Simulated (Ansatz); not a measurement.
The geometry is COD entry 9008857, unchecked; take it as a test cell. The listed cell was then made from it by scaling, straining or moving an atom.

An input for ZnSe: DFT, LDA, all-electron LAPW, scalar-relativistic (Ansatz 0.2.0).

Command: `ansatz run input.yaml --threads 1 --pin off --max-ram 3072MiB --backend cpu --events-out ev --progress --plain --runs-dir out` The run took 31 s on 1 thread of Intel(R) Xeon(R) Platinum 8375C CPU @ 2.90GHz (Ice Lake), on a shared host, peak memory 0.46 GiB.

```yaml
crystal:
  lattice:
    - [0.0, 2.8338, 2.805462]
    - [2.8338, 0.0, 2.805462]
    - [2.8338, 2.8338, 0.0]
  atoms:
    - { symbol: Zn, position: [0.0, 0.0, 0.0] }
    - { symbol: Se, position: [0.75, 0.75, 0.75] }
kpoints:
  mp_grid: { grid: [8, 8, 8] }
  band_path:
    path:
      - [0.0, 0.0, 0.0]
      - [0.0, 0.5, 0.5]
      - [0.25, 0.75, 0.5]
      - [0.0, 0.5, 0.0]
      - [0.0, 0.0, 0.0]
      - [0.5, 0.5, 0.0]
      - [0.3775380063, 0.6224619937, 0.0]
      - [-0.3775380063, 0.3775380063, 0.0]
      - [0.0, 0.0, 0.0]
    npoints: 5
scf:
  occupations: { method: fermi_dirac, width: 0.03 }
hamiltonian:
  xc: lda
  pseudopotentials: { kind: all_electron, lapw: { basis_error: 0.00025 } }
output:
  forces: true
  stress: true
  eigenvalues: true
```

Set-up and iterations as logged by Ansatz (the results part is left out, to be predicted):

```
LAPW: plane waves up to 9.794 Å⁻¹, error target 2.5e-4 eV per atom; small_component_spin mean_spin; Zn in spheres of 1.239 Å, 20 of its electrons in bands, Dirac shells []; Se in spheres of 1.207 Å, 24 of its electrons in bands, Dirac shells []
Engine: ansatz 0.2.0
Pseudopotentials: kind: all_electron
Pseudopotential: Zn, LAPW, valence charge 20, Koelling and Harmon's equation, gaussian nucleus
Pseudopotential: Se, LAPW, valence charge 24, Koelling and Harmon's equation, gaussian nucleus
Functional definition: SPW92
  exchange = slater_x
  correlation = pw_c
Crystal: 2 atoms, lattice volume = 45.058 Å³
Basis set: ecut = 365.48378156162187 eV, 725 PW (Γ), exchange–correlation at level 2
Bands: 27, of which v1, the nominal top of the filled ones, is band 22 counted from 1 (21 counted from 0)
Symmetry: 8 space group operations
Space group: I-4m2 (ITA 119), of the structure as read, at distance tolerance 3.6e-5 Å
k-points: 59 of 512 (time reversal used)
Non-local potential: Zn, projectors of the file, none
Non-local potential: Se, projectors of the file, none
Initial density: superposition of atomic densities (chi_scale 0.1, normalization cell, long waves kept (reshape's long-wave potential 0.00 eV rms))
Initial wavefunctions: plane waves of lowest kinetic energy (no species holds an atomic orbital)
Functional: x = slater, c = lda
iter 1 solved again at ethr=1.46e-3 eV; its pass at ethr=1.00e-1 eV (dr2=6.42e-1 eV) is discarded
SCF iter   1: F=—  HF=-114841.951351 eV  |F-HF|=—  |Δ(HF+E_count)|=         —  Δρ=2.99e-2  dr2=6.43e-1  ethr=1.46e-3  ⟨swp⟩=2.0  Hψ=10067  notcnv=0
iter 2 solved again at ethr=7.24e-5 eV; its pass at ethr=1.46e-3 eV (dr2=3.18e-2 eV) is discarded
SCF iter   2: F=—  HF=-114841.735326 eV  |F-HF|=—  |Δ(HF+E_count)|=   2.16e-1  Δρ=9.40e-3  dr2=3.19e-2  ethr=7.24e-5  ⟨swp⟩=2.0  Hψ=8351  notcnv=0
SCF iter   3: F=—  HF=-114841.650902 eV  |F-HF|=—  |Δ(HF+E_count)|=   8.44e-2  Δρ=6.24e-3  dr2=1.39e-2  ethr=7.24e-5  ⟨swp⟩=3.0  Hψ=5198  notcnv=0
SCF iter   4: F=—  HF=-114841.641879 eV  |F-HF|=—  |Δ(HF+E_count)|=         —  Δρ=2.65e-3  dr2=2.55e-3  ethr=3.15e-5  ⟨swp⟩=2.0  Hψ=4585  notcnv=0
the basis was enlarged: its passes take 209.3 KiB over the memory plan, 1 of 1 planned eigensolver slots
SCF iter   5: F=—  HF=-114841.641165 eV  |F-HF|=—  |Δ(HF+E_count)|=   7.14e-4  Δρ=4.53e-4  dr2=5.12e-5  ethr=5.81e-6  ⟨swp⟩=2.0  Hψ=4537  notcnv=0
SCF iter   6: F=—  HF=-114841.641138 eV  |F-HF|=—  |Δ(HF+E_count)|=   2.71e-5  Δρ=5.87e-5  dr2=8.54e-7  ethr=1.16e-7  ⟨swp⟩=2.0  Hψ=4537  notcnv=0
SCF iter   7: F=-114841.641138 eV  HF=-114841.641138 eV  |F-HF|=2.96e-8  |Δ(HF+E_count)|=   1.28e-7  Δρ=5.59e-6  dr2=9.23e-9  ethr=1.94e-9  ⟨swp⟩=2.0  Hψ=4537  notcnv=0
```

**Question.** What pressure will this run report?

**Answer.** -2.80 GPa (positive in compression).

**Question.** Is there a band gap?

**Answer.** 1.05 eV, direct at Γ.
